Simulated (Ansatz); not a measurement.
Li₂Se, DFT, r2SCAN, PAW with Ansatz's default frozen-core files, scalar-relativistic (Ansatz 0.2.0), on 1 thread of Arm Neoverse V1 (shared host).

Command: `ansatz run input.yaml --threads 1 --pin off --max-ram 3072MiB --backend cpu --events-out ev --progress --plain --runs-dir out`

```yaml
crystal:
  lattice:
    - [0.0, 2.8191122045, 2.8191122045]
    - [2.8191122045, 0.0, 2.8191122045]
    - [2.8191122045, 2.8191122045, 0.0]
  atoms:
    - { symbol: Li, position: [0.75, 0.75, 0.75] }
    - { symbol: Li, position: [0.25, 0.25, 0.25] }
    - { symbol: Se, position: [0.0, 0.0, 0.0] }
kpoints:
  mp_grid: { grid: [8, 8, 8] }
scf:
  occupations: { method: fermi_dirac, width: 0.03 }
hamiltonian:
  xc: r2scan
  pseudopotentials: { kind: paw }
output:
  forces: true
  stress: true
relax:
  f_tol: 0.01
  max_steps: 30
```

Question: How large is the problem that the program sets up?

Answer: 29 irreducible k-points, 1139 plane waves at Γ, 15 bands.

Question: About how long does it take?

Answer: 5.7 s of wall time for 8 SCF iterations over 1 geometries. Times on shared machines scatter by tens of per cent.
